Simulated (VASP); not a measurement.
# BAs (F-43m) in VASP: further runs

The runs below take BAs through relaxation of cell and atoms, relaxation of the atoms, with PBEsol.

Program: VASP 6.6.1. These are calculated values, not measurements. Logs are shortened: lines on timing, memory, paths and dates and some standing lists are left out, and cuts for length are marked.

### Step 1. The crystal as given

The structure is cubic, space group F-43m (No. 216). The conventional cell has a = 4.777 Å, b = 4.777 Å, c = 4.777 Å, α = 90.00°, β = 90.00°, γ = 90.00°. B (site symmetry -43m) is surrounded by 4 As at 2.07 Å. As (site symmetry -43m) has 4 B at 2.07 Å as nearest neighbours.

### Step 2. Relaxation of cell and atoms, PBEsol

File INCAR:

```
PREC = Accurate ; ENCUT = 600
EDIFF = 1E-6 ; ISMEAR = 0
SIGMA = 0.03 ; LREAL = F
LASPH = T ; NELM = 80
ALGO = Normal ; ISIF = 3
LWAVE = F ; LCHARG = F
GGA = PS ; IBRION = 2
NSW = 90 ; EDIFFG = -0.01
```

File KPOINTS:

```
Automatic mesh
0
Gamma
  10 10 10
```

File POSCAR:

```
BAs
1.0
    0.0000000000      2.3885000000      2.3885000000
    2.3885000000      0.0000000000      2.3885000000
    2.3885000000      2.3885000000      0.0000000000
B As
1 1
Direct
    0.0000000000      0.0000000000      0.0000000000
    0.2500000000      0.2500000000      0.2500000000
```

Potentials or basis: VASP PAW PBE potentials, release 64 (B, As).

Command:

```console
> cat potpaw_PBE.64/B/POTCAR potpaw_PBE.64/As/POTCAR > POTCAR
> mpirun -np 1 vasp_std > vasp.out
```

OUTCAR:

```text
PREC = Accurate
   ENCUT = 600
   EDIFF = 1E-6
   ISMEAR = 0
   LREAL = F
   LASPH = T
   NELM = 80
   ISIF = 3
   GGA = PS
   IBRION = 2
   NSW = 90
   EDIFFG = -0.01

 ion  position               nearest neighbor table
   1  0.000  0.000  0.000-   2 2.07   2 2.07   2 2.07   2 2.07
   2  0.250  0.250  0.250-   1 2.07   1 2.07   1 2.07   1 2.07

  LATTYP: Found a face centered cubic cell.
 ALAT       =     4.7770000000

  Lattice vectors:

 A1 = (   0.0000000000,   2.3885000000,   2.3885000000)
 A2 = (   2.3885000000,   0.0000000000,   2.3885000000)
 A3 = (   2.3885000000,   2.3885000000,   0.0000000000)

Analysis of symmetry for initial positions (statically):
=====================================================================
 Subroutine PRICEL returns:
 Original cell was already a primitive cell.

 Routine SETGRP: Setting up the symmetry group for a
 face centered cubic supercell.

 Subroutine GETGRP returns: Found 24 space group operations
 (whereof 24 operations were pure point group operations)
 out of a pool of 48 trial point group operations.

The static configuration has the point symmetry T_d .

Analysis of symmetry for dynamics (positions and initial velocities):
=====================================================================
 Subroutine PRICEL returns:
 Original cell was already a primitive cell.

 Routine SETGRP: Setting up the symmetry group for a
 face centered cubic supercell.

 Subroutine GETGRP returns: Found 24 space group operations
 (whereof 24 operations were pure point group operations)
 out of a pool of 48 trial point group operations.

The dynamic configuration has the point symmetry T_d .

 Subroutine INISYM returns: Found 24 space group operations
 (whereof 24 operations are pure point group operations),
 and found     1 'primitive' translations

----------------------------------------------------------------------------------------

                                     Primitive cell

  volume of cell :      27.2525

  direct lattice vectors                    reciprocal lattice vectors
     0.000000000  2.388500000  2.388500000    -0.209336404  0.209336404  0.209336404
     2.388500000  0.000000000  2.388500000     0.209336404 -0.209336404  0.209336404
     2.388500000  2.388500000  0.000000000     0.209336404  0.209336404 -0.209336404

  length of vectors
     3.377849094  3.377849094  3.377849094     0.362581287  0.362581287  0.362581287

  position of ions in fractional coordinates (direct lattice)
     0.000000000  0.000000000  0.000000000
     0.250000000  0.250000000  0.250000000

  ion indices of the primitive-cell ions
   primitive index   ion index
                 1           1
                 2           2

----------------------------------------------------------------------------------------

 KPOINTS: Automatic mesh

Automatic generation of k-mesh.
 Grid dimensions read from file:
 generate k-points for:   10   10   10

 Generating k-lattice:

  Cartesian coordinates                     Fractional coordinates (reciprocal lattice)
    -0.020933640  0.020933640  0.020933640     0.100000000  0.000000000  0.000000000
     0.020933640 -0.020933640  0.020933640     0.000000000  0.100000000  0.000000000
     0.020933640  0.020933640 -0.020933640     0.000000000  0.000000000  0.100000000

  Length of vectors
     0.036258129  0.036258129  0.036258129

  Shift w.r.t. Gamma in fractional coordinates (k-lattice)
     0.000000000  0.000000000  0.000000000

 Subroutine IBZKPT returns following result:
 ===========================================

 Found     47 irreducible k-points:

 Following reciprocal coordinates:
            Coordinates               Weight
  0.000000  0.000000  0.000000      1.000000
  0.100000  0.000000  0.000000      8.000000
  0.200000  0.000000  0.000000      8.000000
  0.300000  0.000000  0.000000      8.000000
  0.400000  0.000000  0.000000      8.000000
  0.500000  0.000000  0.000000      4.000000
[... 16 lines left out ...]
  0.300000  0.300000  0.000000      6.000000
  0.400000  0.300000  0.000000     24.000000
 [... further k-points ...]
   k-points           NKPTS =     47   k-points in BZ     NKDIM =     47   number of bands    NBANDS=      8
   number of dos      NEDOS =    301   number of ions     NIONS =      2
   total plane-waves  NPLWV =  21952
   dimension x,y,z NGX =    28 NGY =   28 NGZ =   28
   dimension x,y,z NGXF=    56 NGYF=   56 NGZF=   56
   ions per type =               1   1
   NGX,Y,Z   is equivalent  to a cutoff of  13.78, 13.78, 13.78 a.u.
   NGXF,Y,Z  is equivalent  to a cutoff of  27.56, 27.56, 27.56 a.u.
 SYSTEM =  unknown system
   PREC   = accura    normal or accurate (medium, high low for compatibility)
   ISTART =      0    job   : 0-new  1-cont  2-samecut
   ICHARG =      2    charge: 1-file 2-atom 10-const
   ISPIN  =      1    spin polarized calculation?
   LNONCOLLINEAR =      F non collinear calculations
   LSORBIT =      F    spin-orbit coupling
   LASPH  =      T    aspherical Exc in radial PAW
   ENCUT  =  600.0 eV  44.10 Ry    6.64 a.u.   6.75  6.75  6.75*2*pi/ulx,y,z
   NELM   =     80;   NELMIN=  2; NELMDL= -5     # of ELM steps
   EDIFF  = 0.1E-05   stopping-criterion for ELM
   LREAL  =      F    real-space projection
   EDIFFG = -.1E-01   stopping-criterion for IOM
   NSW    =     90    number of steps for IOM
   IBRION =      2    ionic relax: 0-MD 1-quasi-New 2-CG
   NFREE  =      1    steps in history (QN), initial steepest desc. (CG)
   ISIF   =      3    stress and relaxation
   ISYM   =      2    0-nonsym 1-usesym 2-fastsym
   POTIM  = 0.5000    time-step for ionic-motion
   TEBEG  =    0.0;   TEEND  =   0.0 temperature during run
   PSTRESS=    0.0 pullay stress
   NELECT =       8.0000    total number of electrons
   NUPDOWN=      -1.0000    fix difference up-down
   EMIN   =  10.00;   EMAX   =-10.00  energy-range for DOS
   EFERMI =   0.00;   METHOD = LEGACY
   ISMEAR =     0;   SIGMA  =   0.03  broadening in eV -4-tet -1-fermi 0-gaus
   EFERMI_NEDOS =   21; number of points for ismear=-14 and -15
   IALGO  =     38    algorithm
   IMIX   =      4    mixing-type and parameters
     AMIX     =   0.40;   BMIX     =  1.00
     AMIX_MAG =   1.60;   BMIX_MAG =  1.00
  volume/ion in A,a.u.               =      13.63        91.95
  Fermi-wavevector in a.u.,A,eV,Ry     =   1.088018  2.056057 16.106360  1.183784
  Thomas-Fermi vector in A             =   2.224191
   LORBIT       =      0    0 simple, 1 ext, 2 COOP (PROOUT), +10 PAW based schemes
   GGA     = PS    functional components
   LHFCALC =     F    Hartree Fock is set to
   AEXX    =    0.0000 exact exchange contribution
   IVDW    =     0    specifies the selected vdW correction
   LEPSILON=     F    determine dielectric tensor
   LRPA    =     F    only Hartree local field effects (RPA)
 conjugate gradient relaxation of ions
 non-spin polarized calculation
 Gauss-broadening in eV      SIGMA  =   0.03
  energy-cutoff  :      600.00
  volume of cell :       27.25
 maximum number of plane-waves:       941
   NGX = 13   NGY = 13   NGZ = 13

 number of electron       8.0000000 magnetization

 Free energy of the ion-electron system (eV)
  ---------------------------------------------------
  ext. energy  EPLUGINS =         0.00000000
  ---------------------------------------------------
  free energy    TOTEN  =       -12.20477750 eV

  energy without entropy =      -12.20477750  energy(sigma->0) =      -12.20477750

 E-fermi :   6.2573     XC(G=0): -10.7310

 val. band max:        6.0435011420   @ k =   0.0000   0.0000   0.0000
 cond. band min:       7.1198265839   @ k =   0.4000   0.4000   0.0000
 fundamental gap:      1.0763254419
 Fermi energy:         6.2572949500

 k-point     1 :       0.0000    0.0000    0.0000
  band No.  band energies     occupation
      1      -9.3931      2.00000
      2       6.0435      2.00000
      3       6.0435      2.00000
      4       6.0435      2.00000
      5       9.2834      0.00000
      6       9.2834      0.00000
      7       9.2834      0.00000
      8      10.7256      0.00000

 k-point     2 :       0.1000    0.0000    0.0000
  band No.  band energies     occupation
      1      -9.2285      2.00000
      2       4.6380      2.00000
      3       5.7388      2.00000
      4       5.7388      2.00000
      5       9.4290      0.00000
      6       9.6839      0.00000
      7       9.6839      0.00000
      8      11.5940      0.00000

 k-point     3 :       0.2000    0.0000    0.0000
  band No.  band energies     occupation
      1      -8.7430      2.00000
      2       2.2614      2.00000
      3       5.1608      2.00000
      4       5.1608      2.00000
      5       9.2120      0.00000
      6      10.4018      0.00000
      7      10.4018      0.00000
      8      13.1921      0.00000

 k-point     4 :       0.3000    0.0000    0.0000
  band No.  band energies     occupation
      1      -7.9725      2.00000
      2      -0.0391      2.00000
      3       4.6515      2.00000
      4       4.6515      2.00000
      5       8.9404      0.00000
      6      10.7957      0.00000
      7      10.7957      0.00000
      8      14.4120      0.00000

 k-point     5 :       0.4000    0.0000    0.0000
  band No.  band energies     occupation
      1      -7.0493      2.00000
      2      -1.9226      2.00000
      3       4.3252      2.00000
      4       4.3252      2.00000
      5       8.7592      0.00000
      6      10.8119      0.00000
      7      10.8119      0.00000
      8      14.7640      0.00000
[... 177 lines left out ...]
 k-point    22 :      -0.2000    0.2000    0.0000
  band No.  band energies     occupation
      1      -7.7085      2.00000
      2       0.5580      2.00000
      3       1.9319      2.00000
      4       4.7443      2.00000
      5       9.9359      0.00000
      6      11.1291      0.00000
      7      11.9919      0.00000
      8      12.9793      0.00000

 k-point    23 :       0.3000    0.3000    0.0000
  band No.  band energies     occupation
      1      -7.4729      2.00000
      2       0.8307      2.00000
      3       2.8321      2.00000
      4       2.8321      2.00000
      5       7.3519      0.00000
      6       9.5939      0.00000
      7      14.4727      0.00000
      8      14.4727      0.00000

 k-point    24 :       0.4000    0.3000    0.0000
  band No.  band energies     occupation
      1      -6.7432      2.00000
      2      -0.4168      2.00000
      3       2.0341      2.00000
      4       2.5345      2.00000
      5       7.6502      0.00000
      6       9.3358      0.00000
      7      14.8455      0.00000
      8      15.0845      0.00000

 [... further k-points ...]
[... 5 lines left out ...]
  --------------------------------------------------------------------------------------
  -------------------------------------------------------------------------------------
  Total        0.0088480      0.0088480      0.0088480     -0.0000000      0.0000000     -0.0000000
  in kB        0.5201743      0.5201743      0.5201743     -0.0000000      0.0000000     -0.0000000
  external PRESSURE =       0.5201743 kB  Pullay stress =       0.0000000 kB

 VOLUME and BASIS-vectors are now :
 -----------------------------------------------------------------------------
  energy-cutoff  :      600.00
  volume of cell :       27.25
      direct lattice vectors                 reciprocal lattice vectors
     0.000000000  2.388500000  2.388500000    -0.209336404  0.209336404  0.209336404
     2.388500000  0.000000000  2.388500000     0.209336404 -0.209336404  0.209336404
     2.388500000  2.388500000  0.000000000     0.209336404  0.209336404 -0.209336404

 POSITION                                       TOTAL-FORCE (eV/Angst)
 -----------------------------------------------------------------------------------
      0.00000      0.00000      0.00000        -0.000000     -0.000000     -0.000000
      1.19425      1.19425      1.19425         0.000000      0.000000      0.000000
 -----------------------------------------------------------------------------------
    total drift:                               -0.000000     -0.000000     -0.000000

  FREE ENERGIE OF THE ION-ELECTRON SYSTEM (eV)
  ---------------------------------------------------
  free  energy   TOTEN  =       -12.2047774986 eV

  energy  without entropy=      -12.2047774986  energy(sigma->0) =      -12.20477750

 reached required accuracy - stopping structural energy minimisation
```

Wall time 5.6 s (1 thread of Intel Xeon 6975P-C (Granite Rapids), shared host); peak memory 0.16 GiB.

Results:

* Free energy: -12.2048 eV
* Pressure after relaxing: 0.1 GPa
* Band gap on the k mesh: 1.08 eV, indirect (least direct gap 3.24 eV)

Final structure:
```
B As
1.0
     0.00000    2.38850    2.38850
     2.38850    0.00000    2.38850
     2.38850    2.38850    0.00000
B As
1 1
Direct
  0.00000 0.00000 0.00000
  0.25000 0.25000 0.25000
```

Caveat: the relaxation stopped at its first step, so nothing moved; the PAW data sets were made with another functional, which shifts forces and pressure a little.

### Step 3. Relaxation of cell and atoms, PBEsol

File INCAR:

```
PREC = Accurate ; ENCUT = 600
EDIFF = 1E-7 ; ISMEAR = 0
SIGMA = 0.03 ; LREAL = F
LASPH = T ; NELM = 80
ALGO = Normal ; ISIF = 3
LWAVE = F ; LCHARG = F
GGA = PS ; IBRION = 2
NSW = 90 ; EDIFFG = -0.005
```

KPOINTS is that of step 2.

File POSCAR:

```
BAs                                     
1.0
    0.0000000000      2.3885000000      2.3885000000
    2.3885000000      0.0000000000      2.3885000000
    2.3885000000      2.3885000000      0.0000000000
  B               As            
     1     1
Direct
     0.0000000000000000    0.0000000000000000    0.0000000000000000
     0.2500000000000000    0.2500000000000000    0.2500000000000000
```

Potentials or basis: VASP PAW PBE potentials, release 64 (B, As).

Command:

```console
> cat potpaw_PBE.64/B/POTCAR potpaw_PBE.64/As/POTCAR > POTCAR
> mpirun -np 1 vasp_std > vasp.out
```

Run time: 6 s. Hardware: 1 thread of Intel Xeon 6975P-C (Granite Rapids), shared host; peak memory 0.16 GiB.

It converged, with:

| Property | Result |
| --- | --- |
| Free energy | -12.2048 eV |
| Pressure after relaxing | 0.1 GPa |
| Band gap on the k mesh | 1.08 eV, indirect (least direct gap 3.24 eV) |

Final structure:
```cif
data_structure
_symmetry_space_group_name_H-M 'P 1'
_symmetry_Int_Tables_number 1
_cell_length_a 3.3778
_cell_length_b 3.3778
_cell_length_c 3.3778
_cell_angle_alpha 60.000
_cell_angle_beta 60.000
_cell_angle_gamma 60.000
_cell_volume 27.25
loop_
_atom_site_label
_atom_site_type_symbol
_atom_site_fract_x
_atom_site_fract_y
_atom_site_fract_z
_atom_site_occupancy
B1 B 0.00000 0.00000 0.00000 1
As1 As 0.25000 0.25000 0.25000 1
```

Levels at points of the mesh, in eV from the valence-band top:
| k point | band 1 | band 2 | band 3 | band 4 | band 5 | band 6 | band 7 | band 8 |
| --- | --- | --- | --- | --- | --- | --- | --- | --- |
| (0.00, 0.00, 0.00) | -15.44 | 0.00 | 0.00 | 0.00 | 3.24 | 3.24 | 3.24 | 4.68 |
| (0.50, 0.00, 0.00) | -12.55 | -8.83 | -1.83 | -1.83 | 2.65 | 4.73 | 4.73 | 8.71 |
| (0.50, 0.50, 0.00) | -11.24 | -8.53 | -4.11 | -4.11 | 1.31 | 1.34 | 11.34 | 11.34 |

Caveat: the relaxation stopped at its first step, so nothing moved; the PAW data sets were made with another functional, which shifts forces and pressure a little. A k mesh can miss the band edges.

### Step 4. Relaxation of the atoms, PBEsol (a relaxed cell with its volume scaled by 0.94)

File INCAR:

```
PREC = Accurate ; ENCUT = 600
EDIFF = 1E-7 ; ISMEAR = 0
SIGMA = 0.03 ; LREAL = F
LASPH = T ; NELM = 80
ALGO = Fast ; ISIF = 2
LWAVE = F ; LCHARG = F
GGA = PS ; IBRION = 2
NSW = 40 ; EDIFFG = -0.01
```

KPOINTS is that of step 3.

File POSCAR:

```
BAs                                     
1.0
    0.0000000000      2.3397414207      2.3397414207
    2.3397414207      0.0000000000      2.3397414207
    2.3397414207      2.3397414207      0.0000000000
  B               As            
     1     1
Direct
     0.0000000000000000    0.0000000000000000    0.0000000000000000
     0.2500000000000000    0.2500000000000000    0.2500000000000000
```

Command:

```console
> cat potpaw_PBE.64/B/POTCAR potpaw_PBE.64/As/POTCAR > POTCAR
> mpirun -np 1 vasp_std > vasp.out
```

It took 6.6 s on 1 thread of Intel Xeon 6975P-C (Granite Rapids), shared host; peak memory 0.16 GiB.

Results (log left out):

| Quantity | Value |
| --- | --- |
| Free energy | -12.1559 eV |
| Pressure after relaxing | 10.0 GPa |
| Band gap on the k mesh | 1.01 eV, indirect (least direct gap 3.32 eV) |

Final structure:
```yaml
crystal:
  lattice:
    - [0.00000, 2.33974, 2.33974]
    - [2.33974, 0.00000, 2.33974]
    - [2.33974, 2.33974, 0.00000]
  atoms:
    - { symbol: B, position: [0.00000, 0.00000, 0.00000] }
    - { symbol: As, position: [0.25000, 0.25000, 0.25000] }
```

Levels at points of the mesh, in eV from the valence-band top:
```tsv
k point	band 1	band 2	band 3	band 4	band 5	band 6	band 7	band 8
(0.00, 0.00, 0.00)	-16.02	0.00	0.00	0.00	3.32	3.32	3.32	5.48
(0.50, 0.00, 0.00)	-12.90	-9.30	-1.94	-1.94	3.03	4.80	4.80	8.81
(0.50, 0.50, 0.00)	-11.49	-8.89	-4.37	-4.37	1.25	1.26	11.94	11.95
```

Caveat: the relaxation stopped at its first step, so nothing moved; the PAW data sets were made with another functional, which shifts forces and pressure a little.

### Step 5. Relaxation of the atoms, PBEsol (a relaxed cell with its volume scaled by 0.96)

INCAR is that of step 4.

KPOINTS is that of step 4.

File POSCAR:

```
BAs                                     
1.0
    0.0000000000      2.3562190158      2.3562190158
    2.3562190158      0.0000000000      2.3562190158
    2.3562190158      2.3562190158      0.0000000000
  B               As            
     1     1
Direct
     0.0000000000000000    0.0000000000000000    0.0000000000000000
     0.2500000000000000    0.2500000000000000    0.2500000000000000
```

Command:

```console
> cat potpaw_PBE.64/B/POTCAR potpaw_PBE.64/As/POTCAR > POTCAR
> mpirun -np 1 vasp_std > vasp.out
```

It took 6.7 s on 1 thread of Intel Xeon 6975P-C (Granite Rapids), shared host; peak memory 0.16 GiB.

Results (log left out):

```
Free energy             : -12.1836 eV
Pressure after relaxing : 6.3 GPa
Band gap on the k mesh  : 1.03 eV, indirect (least direct gap 3.29 eV)
```

Final structure:
```
B As
1.0
     0.00000    2.35622    2.35622
     2.35622    0.00000    2.35622
     2.35622    2.35622    0.00000
B As
1 1
Direct
  0.00000 0.00000 0.00000
  0.25000 0.25000 0.25000
```

Levels at points of the mesh, in eV from the valence-band top:
| k point | band 2 | band 3 | band 4 | band 5 | band 6 | band 7 |
| --- | --- | --- | --- | --- | --- | --- |
| (0.00, 0.00, 0.00) | 0.00 | 0.00 | 0.00 | 3.29 | 3.29 | 3.29 |
| (0.50, 0.00, 0.00) | -9.14 | -1.90 | -1.90 | 2.90 | 4.77 | 4.77 |
| (0.50, 0.50, 0.00) | -8.77 | -4.28 | -4.28 | 1.27 | 1.29 | 11.74 |

Caveat: the relaxation stopped at its first step, so nothing moved; the PAW data sets were made with another functional, which shifts forces and pressure a little.

### Step 6. Overview

| task | cell | gap on the mesh (eV) | pressure (GPa) |
| --- | --- | --- | --- |
| relaxation of cell and atoms | relaxed | 1.08 | 0.1 |
| relaxation of the atoms | atoms relaxed from: a relaxed cell with its volume scaled by 0.94 | 1.01 | 10.0 |
| relaxation of the atoms | atoms relaxed from: a relaxed cell with its volume scaled by 0.96 | 1.03 | 6.3 |

Alike in all rows: level PBEsol; potentials or basis VASP PAW PBE potentials, release 64 (B, As); no spin polarisation; k mesh 10 × 10 × 10; cutoff (eV) 600; smearing gaussian 0.03 eV.

Caveats: the relaxation stopped at its first step, so nothing moved; the PAW data sets were made with another functional, which shifts forces and pressure a little.

Absolute energies hang on the potentials; compare differences alone.
